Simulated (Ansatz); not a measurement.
## FeSi2 (Linzhiite): relaxation of cell and atoms with LDA+U

FeSi2 (Linzhiite):

```
Fe Si
1.0
     2.68400    0.00000    0.00000
     0.00000    2.68400    0.00000
     0.00000    0.00000    5.12800
Fe Si
1 2
Direct
  0.00000 0.00000 0.00000
  0.50000 0.50000 0.73000
  0.50000 0.50000 0.27000
```

* Program: Ansatz 0.2.0
* Task: relaxation of cell and atoms
* Functional: LDA
* Potentials or basis: Ansatz PAW
* Cutoff: 420 eV (not typed: the program's choice for these potentials)
* k mesh: 10 × 10 × 5
* Occupations: fermi-dirac, width 0.05 eV
* Spin: collinear spin, ferromagnetic start
* Starting moments: [3.0, 0.0, 0.0] μB
* Hubbard terms: Fe d U = 4 eV
* Hubbard projectors: ortho-atomic (the default)
* Double counting: fll (the default)

```json
{
  "Relaxed volume": "11.85 Å³/atom",
  "Relaxed cell": "a = 2.652 Å, b = 2.652 Å, c = 5.054 Å, α = 90.00°, β = 90.00°, γ = 90.00°",
  "Space group after relaxing (to 0.05 Å)": "P4/mmm (No. 123)",
  "Energy gained by relaxing": "11.8 meV/atom",
  "Ionic steps": "6",
  "Pressure after relaxing": "0.0 GPa",
  "Band gap on the k mesh": "none (metal or under the smearing width)",
  "Net moment": "-0.16 μB per cell",
  "Absolute moment": "0.28 μB per cell",
  "Site moments": "Fe -0.20; Si +0.01 μB"
}
```

Step by step:
| step | energy change (eV) | largest force (eV/Å) | volume (Å³) |
| --- | --- | --- | --- |
| 1 | 0.0000 | 0.1122 | 36.94 |
| 2 | -0.0303 | 0.1533 | 36.05 |
| 3 | -0.0361 | 0.0207 | 35.51 |
| 4 | -0.0361 | 0.0016 | 35.54 |
| 5 | -0.0353 | 0.0013 | 35.54 |
| 6 | -0.0353 | 0.0013 | 35.54 |

Final structure:
```cif
data_structure
_symmetry_space_group_name_H-M 'P 1'
_symmetry_Int_Tables_number 1
_cell_length_a 2.6518
_cell_length_b 2.6518
_cell_length_c 5.0539
_cell_angle_alpha 90.000
_cell_angle_beta 90.000
_cell_angle_gamma 90.000
_cell_volume 35.54
loop_
_atom_site_label
_atom_site_type_symbol
_atom_site_fract_x
_atom_site_fract_y
_atom_site_fract_z
_atom_site_occupancy
Fe1 Fe 0.00000 0.00000 0.00000 1
Si1 Si 0.50000 0.50000 0.72962 1
Si2 Si 0.50000 0.50000 0.27038 1
```

Levels at points of the mesh, in eV from the Fermi level:
Spin up:
| k point | band 8 | band 9 | band 10 | band 11 | band 12 | band 13 | band 14 | band 15 | band 16 | band 17 |
| --- | --- | --- | --- | --- | --- | --- | --- | --- | --- | --- |
| (0.00, 0.00, 0.00) | -3.02 | -1.89 | -1.83 | -1.83 | -1.23 | 4.78 | 4.78 | 6.78 | 7.44 | 8.27 |
| (0.00, -0.50, 0.00) | -4.43 | -3.74 | -3.16 | -2.79 | -1.41 | 0.38 | 1.63 | 2.86 | 8.04 | 8.88 |
| (-0.50, -0.50, 0.00) | -4.41 | -4.41 | -3.28 | -2.51 | 0.73 | 1.19 | 2.90 | 3.17 | 3.17 | 3.71 |
Spin down:
| k point | band 8 | band 9 | band 10 | band 11 | band 12 | band 13 | band 14 | band 15 | band 16 | band 17 |
| --- | --- | --- | --- | --- | --- | --- | --- | --- | --- | --- |
| (0.00, 0.00, 0.00) | -3.95 | -2.09 | -1.99 | -1.99 | -1.40 | 4.80 | 4.80 | 6.80 | 7.36 | 8.30 |
| (0.00, -0.50, 0.00) | -4.43 | -3.72 | -3.61 | -2.92 | -1.58 | -0.10 | 1.52 | 2.51 | 8.07 | 8.88 |
| (-0.50, -0.50, 0.00) | -4.40 | -4.40 | -3.30 | -2.68 | 0.10 | 0.76 | 2.80 | 3.15 | 3.15 | 3.63 |

Eigenvalues of the final occupation matrices:
| site | spin | trace | eigenvalues |
| --- | --- | --- | --- |
| site 1 | 1 | 3.57 | 0.46 0.75 0.77 0.77 0.83 |
| site 1 | 2 | 3.79 | 0.63 0.77 0.77 0.78 0.83 |

Run time: 94 s on 2 threads of Arm Neoverse V2, on a shared host, peak memory 0.77 GiB.

Caveat: the magnetic or orbital state may not be the lowest; the plane-wave basis is chosen anew once the cell has moved, so the energies of steps on either side of that aren't comparable; the PAW data sets come from PBE, with cores solved anew for the run's functional, which leaves a small shift of forces and pressure; the U is typed as a test and isn't derived for this compound; the starting moments weren't kept. The state reached can hang on the start; a lower one may exist.
